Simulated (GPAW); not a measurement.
# Sn (P-1) in GPAW: notebook

The runs below take Sn through single point, relaxation of cell and atoms, with PBE, SOGGA, PBEsol.

Program: GPAW 26.7.0. These are calculated values, not measurements. Logs are shortened: lines on timing, memory, paths and dates and some standing lists are left out, and cuts for length are marked. The log counts tension as positive stress, the text compression.

### 1 The cell of the first run

The typed cell holds 1 atom: a = 3.269 Å, b = 3.303 Å, c = 3.287 Å, α = 110.00°, β = 108.91°, γ = 109.87°.

This isn't the form of Sn at room conditions, which is tetragonal (white tin).

### 2 Single point, PBE (cell sheared at random, sigma 0.01, atoms nudged by 0.01 Å)

Input file run.py:

```python
from ase.dft.bandgap import bandgap
from ase.io import read, write
from gpaw import GPAW

atoms = read('Sn.xyz')

calc = GPAW(mode='lcao',
            h=0.16,
            basis='dzp',
            xc='PBE',
            kpts={'size': (7, 7, 7), 'gamma': True},
            occupations={'name': 'fermi-dirac', 'width': 0.05},
            convergence={'density': 1e-05, 'energy': 1e-05},
            maxiter=150,
            txt='gpaw.txt')
atoms.calc = calc
energy = atoms.get_potential_energy()
forces = atoms.get_forces()
calc.write('gs.gpw')
write('result.traj', atoms)
print(f'Energy: {energy:.6f} eV')
print('Forces (eV/A):')
print(forces.round(4))
print('Fermi level:', round(calc.get_fermi_level(), 4), 'eV')
print(f'Gap: {bandgap(calc)[0]:.4f} eV, direct: {bandgap(calc, direct=True)[0]:.4f} eV')
```

Input file Sn.xyz:

```xyz
1
Lattice="-1.8911382700 1.8977927600 1.8732002100 1.8971113000 -1.9215372200 1.9029177100 1.8832449900 1.9136439400 -1.8969446700" Properties=species:S:1:pos:R:3 pbc="T T T"
Sn     0.0000000000      0.0000000000      0.0000000000
```

Potentials or basis: GPAW PAW data sets (gpaw-data 1.2.1), lcao:dzp.

Command:

```sh
$ OMP_NUM_THREADS=1 python run.py
```

gpaw.txt:

```text
__  _  _
 | _ |_)|_||  |
 |__||  | ||/\| - 26.7.0

Input parameters:
  mode=LCAO(),
  basis={'default': 'dzp'},
  convergence={'density': 1e-05, 'energy': 1e-05},
  h=0.16,
  kpts=MonkhorstPack(size=(7, 7, 7), gamma=True),
  maxiter=150,
  occupations=Occupations(name='fermi-dirac', width=0.05),
  xc=XC(name='PBE')

       Sn

Atoms  # Å, Bohr magnetons
|   | symbol |        x |        y |        z |    initial magnetic moments |
|---|--------|----------|----------|----------|-----------------------------|
| 0 |     Sn | 0.000000 | 0.000000 | 0.000000 | ( 0.0000,  0.0000,  0.0000) |

Unit cell  # Å
| periodic |         x |         y |         z |  lengths |     angles |
|----------|-----------|-----------|-----------|----------|------------|
|      yes | -1.891138 |  1.897793 |  1.873200 | 3.269082 | 109.999645 |
|      yes |  1.897111 | -1.921537 |  1.902918 | 3.303397 | 108.911593 |
|      yes |  1.883245 |  1.913644 | -1.896945 | 3.287407 | 109.866420 |

Number of symmetries: 2
Symmetry operations  # r_c * U_cc + t_c -> r_c
|   | kind |            matrix            |
|---|------|------------------------------|
| 0 |  E   |  1, 0, 0,  0, 1, 0,  0, 0, 1 |
| 1 |  i   | -1, 0, 0,  0,-1, 0,  0, 0,-1 |

BZ-sampling:
  Number of BZ points: 343
  Number of IBZ points: 172

  Monkhorst-Pack size: [7, 7, 7]
  Monkhorst-Pack shift: [0, 0, 0]

K-points  # in reciprocal-cell coordinates
|     |                                coordinates |     weight |
|-----|--------------------------------------------|------------|
|   0 | (  0.00000000,   0.00000000,   0.00000000) | 0.00291545 |
|   1 | (  0.00000000,   0.00000000,   0.14285714) | 0.00583090 |
|   2 | (  0.00000000,   0.00000000,   0.28571429) | 0.00583090 |
|   3 | (  0.00000000,   0.00000000,   0.42857143) | 0.00583090 |
|   4 | (  0.00000000,   0.14285714,  -0.42857143) | 0.00583090 |
|   5 | (  0.00000000,   0.14285714,  -0.28571429) | 0.00583090 |
|   6 | (  0.00000000,   0.14285714,  -0.14285714) | 0.00583090 |
|   7 | (  0.00000000,   0.14285714,   0.00000000) | 0.00583090 |
|   8 | (  0.00000000,   0.14285714,   0.14285714) | 0.00583090 |
|   9 | (  0.00000000,   0.14285714,   0.28571429) | 0.00583090 |
| ... |                                            |            |
| 171 | (  0.42857143,   0.42857143,   0.42857143) | 0.00583090 |

basis functions: 23
Spin-components: 1 (collinear spins)
Bands:           9
Projectors:      6
Spin-degeneracy: 2
Datatype:        <class 'complex'>

Parallelization:
  kpt:    1
  domain: 1
  band:   1

Density:
  Valence electrons: 14.0
  Components: 1
  Grid points: [16 16 16]
  Charge: 0.0  # |e|

Potential:
  Grid points: [16 16 16]

species:
  Sn:
    name:    Tin
    Z:       50.0
    valence: 14
    core:    36
    charge:  0.0  # [|e|]
    compensation charges:
      type: gauss
      rc: 0.38  # [Å]
      lmax: 2
    cutoffs:
      filter: 2.23  # [Å]
      core: 2.35  # [Å]
    projectors
    | kind |    occ | energy [eV] | rcut [Å] |
    |------|--------|-------------|----------|
    |   5s |  2.000 |     -10.538 |    1.201 |
    |   5p |  2.000 |      -3.696 |    1.270 |
    |   4d | 10.000 |     -25.845 |    1.185 |
    |    s |        |      16.674 |    1.201 |
    |    p |        |      23.515 |    1.270 |
    |    d |        |       1.367 |    1.185 |

    LCAO basis set for Sn:
      Name: dzp
      File: <dir>
      Number of radial functions: 7
      Number of spherical harmonics: 23
        l=0, rc=7.1250 Bohr: 5s-sz confined orbital
        l=1, rc=9.5469 Bohr: 5p-sz confined orbital
        l=2, rc=4.0625 Bohr: 4d-sz confined orbital
        l=0, rc=4.1250 Bohr: 5s-dz split-valence wave
        l=1, rc=5.6719 Bohr: 5p-dz split-valence wave
        l=2, rc=2.5938 Bohr: 4d-dz split-valence wave
        l=2, rc=9.5469 Bohr: d-type Gaussian polarization
      Number of RI-basis functions 0

Reference energy: -168010.693307  # eV

eigensolver:
  <gpaw.new.lcao.eigensolver.LCAOEigensolver object>
density mixing:
  MSR1-Mixer
  Pratt-step length: 0.05
  Maximum mixing coefficient: 0.75
  Old densities: 10
  SVD Regularization: 0.005
  Good broyden scale: 1.0
  Trust region scale: 1.0
  Backstep threshold: 4.0
  History deletion threshold: 6.0
  Fourier metric: weight=20.0, sigma=0.015

occupation numbers:
  Fermi-Dirac:
    width: 0.0500  # eV

FastPoissonSolver using
    Stencil: 12*3+1=37 point O(h^6) finite-difference Laplacian
    FFT axes: [np.int64(0), np.int64(1), np.int64(2)]
    FST axes: []

xc functional:
  name: PBE with 2 nearest neighbor stencil
interpolation: tri-quintic # 5. degree polynomial

       Sn

Atoms  # Å, Bohr magnetons
|   | symbol |        x |        y |        z |    initial magnetic moments |
|---|--------|----------|----------|----------|-----------------------------|
| 0 |     Sn | 0.000000 | 0.000000 | 0.000000 | ( 0.0000,  0.0000,  0.0000) |

Unit cell  # Å
| periodic |         x |         y |         z |  lengths |     angles |
|----------|-----------|-----------|-----------|----------|------------|
|      yes | -1.891138 |  1.897793 |  1.873200 | 3.269082 | 109.999645 |
|      yes |  1.897111 | -1.921537 |  1.902918 | 3.303397 | 108.911593 |
|      yes |  1.883245 |  1.913644 | -1.896945 | 3.287407 | 109.866420 |

Number of symmetries: 2
Symmetry operations  # r_c * U_cc + t_c -> r_c
|   | kind |            matrix            |
|---|------|------------------------------|
| 0 |  E   |  1, 0, 0,  0, 1, 0,  0, 0, 1 |
| 1 |  i   | -1, 0, 0,  0,-1, 0,  0, 0,-1 |

BZ-sampling:
  Number of BZ points: 343
  Number of IBZ points: 172

  Monkhorst-Pack size: [7, 7, 7]
  Monkhorst-Pack shift: [0, 0, 0]

K-points  # in reciprocal-cell coordinates
|     |                                coordinates |     weight |
|-----|--------------------------------------------|------------|
|   0 | (  0.00000000,   0.00000000,   0.00000000) | 0.00291545 |
|   1 | (  0.00000000,   0.00000000,   0.14285714) | 0.00583090 |
|   2 | (  0.00000000,   0.00000000,   0.28571429) | 0.00583090 |
|   3 | (  0.00000000,   0.00000000,   0.42857143) | 0.00583090 |
|   4 | (  0.00000000,   0.14285714,  -0.42857143) | 0.00583090 |
|   5 | (  0.00000000,   0.14285714,  -0.28571429) | 0.00583090 |
|   6 | (  0.00000000,   0.14285714,  -0.14285714) | 0.00583090 |
|   7 | (  0.00000000,   0.14285714,   0.00000000) | 0.00583090 |
|   8 | (  0.00000000,   0.14285714,   0.14285714) | 0.00583090 |
|   9 | (  0.00000000,   0.14285714,   0.28571429) | 0.00583090 |
| ... |                                            |            |
| 171 | (  0.42857143,   0.42857143,   0.42857143) | 0.00583090 |

basis functions: 23
Spin-components: 1 (collinear spins)
Bands:           9
Projectors:      6
Spin-degeneracy: 2
Datatype:        <class 'complex'>

Parallelization:
  kpt:    1
  domain: 1
  band:   1

Density:
  Valence electrons: 14.0
  Components: 1
  Grid points: [16 16 16]
  Charge: 0.0  # |e|

Potential:
  Grid points: [16 16 16]

species:
  Sn:
    name:    Tin
    Z:       50.0
    valence: 14
    core:    36
    charge:  0.0  # [|e|]
    compensation charges:
      type: gauss
      rc: 0.38  # [Å]
      lmax: 2
    cutoffs:
      filter: 2.23  # [Å]
      core: 2.35  # [Å]
    projectors
    | kind |    occ | energy [eV] | rcut [Å] |
    |------|--------|-------------|----------|
    |   5s |  2.000 |     -10.538 |    1.201 |
    |   5p |  2.000 |      -3.696 |    1.270 |
    |   4d | 10.000 |     -25.845 |    1.185 |
    |    s |        |      16.674 |    1.201 |
    |    p |        |      23.515 |    1.270 |
    |    d |        |       1.367 |    1.185 |

    LCAO basis set for Sn:
      Name: dzp
      File: <dir>
      Number of radial functions: 7
      Number of spherical harmonics: 23
        l=0, rc=7.1250 Bohr: 5s-sz confined orbital
        l=1, rc=9.5469 Bohr: 5p-sz confined orbital
        l=2, rc=4.0625 Bohr: 4d-sz confined orbital
        l=0, rc=4.1250 Bohr: 5s-dz split-valence wave
        l=1, rc=5.6719 Bohr: 5p-dz split-valence wave
        l=2, rc=2.5938 Bohr: 4d-dz split-valence wave
        l=2, rc=9.5469 Bohr: d-type Gaussian polarization
      Number of RI-basis functions 0

Reference energy: -168010.693307  # eV

eigensolver:
  <gpaw.new.lcao.eigensolver.LCAOEigensolver object>
density mixing:
  MSR1-Mixer
  Pratt-step length: 0.05
  Maximum mixing coefficient: 0.75
  Old densities: 10
  SVD Regularization: 0.005
  Good broyden scale: 1.0
  Trust region scale: 1.0
  Backstep threshold: 4.0
  History deletion threshold: 6.0
  Fourier metric: weight=20.0, sigma=0.015

occupation numbers:
  Fermi-Dirac:
    width: 0.0500  # eV

FastPoissonSolver using
    Stencil: 12*3+1=37 point O(h^6) finite-difference Laplacian
    FFT axes: [np.int64(0), np.int64(1), np.int64(2)]
    FST axes: []

xc functional:
  name: PBE with 2 nearest neighbor stencil
interpolation: tri-quintic # 5. degree polynomial

convergence criteria:
- Maximum integral of absolute [dens]ity change: 1e-05 electrons / valence electron
- Maximum [total energy] change in last 3 cyles: 1e-05 eV / valence electron
- Maximum integral of absolute [eigenst]ate change: 4e-08 eV^2 / valence electron
maximum number of iterations: 150

SCF iterations
|iter     | |      energy | eigst |  dens |
|---------|-|-------------|-------|-------|
|iter:   1| |   -3.714631 |      c|       |
|iter:   2| |   -3.706462 |      c| -1.59 |
|iter:   3| |   -3.661047 |      c| -1.62 |
|iter:   4| |   -3.659941 |      c| -2.18 |
|iter:   5| |   -3.659866 |      c| -2.72 |
|iter:   6| |   -3.659866c|      c| -4.44 |
|iter:   7| |   -3.659866c|      c| -4.89 |
|iter:   8| |   -3.659866c|      c| -6.38c|

Converged in 8 steps
Energy contributions relative to reference atoms: (reference = -168010.693307)

Energy contributions:
  Kinetic:           6.539421
  Coulomb:          -6.115313
  Zero:              0.068990
  External:          0.000000
  Xc:               -4.149700
  Entropy:          -0.006526
  Spinorbit:         0.000000
  ----------------------------
  Free energy:      -3.663129
  Extrapolated:     -3.659866

dipole moment: (-6.401664, -6.403973, -6.367627)  # |e|*Ang

Fermi level: 7.542
Eigenvalues  # (at kpt = [0.000, 0.000, 0.000])
| band index |      eig [eV] | occ [0-2] |
|------------|---------------|-----------|
|          0 |       -14.314 |     2.000 |
|          1 |       -14.310 |     2.000 |
|          2 |       -14.301 |     2.000 |
|          3 |       -14.169 |     2.000 |
|          4 |       -14.167 |     2.000 |
|          5 |        -3.836 |     2.000 |
|          6 |        15.087 |     0.000 |
|          7 |        15.256 |     0.000 |
|          8 |        15.341 |     0.000 |

No gap
No difference between direct/indirect transitions

Forces  # eV/Ang
|       x |       y |       z |
|---------|---------|---------|
| 0.00000 | 0.00000 | 0.00000 |  # Sn   0

# Writing to gs.gpw (mode='')
```

Run time: 6.1 min. Hardware: 1 thread of AMD EPYC 7R43 (Zen 3), shared host; peak memory 0.17 GiB.

What came out:

```
Free energy            : -3.6631 eV
Band gap on the k mesh : none (metal or under the smearing width)
```

Levels at points of the mesh, in eV from the Fermi level:
```tsv
k point	band 3	band 4	band 5	band 6	band 7	band 8	band 9
(0.00, 0.00, 0.00)	-21.84	-21.71	-21.71	-11.38	7.55	7.71	7.80
```

Caveat: the real-space grid adds noise to forces; the basis of atomic orbitals isn't converged, which shifts pressures, moduli and gaps.

[end of part 1 of 2]
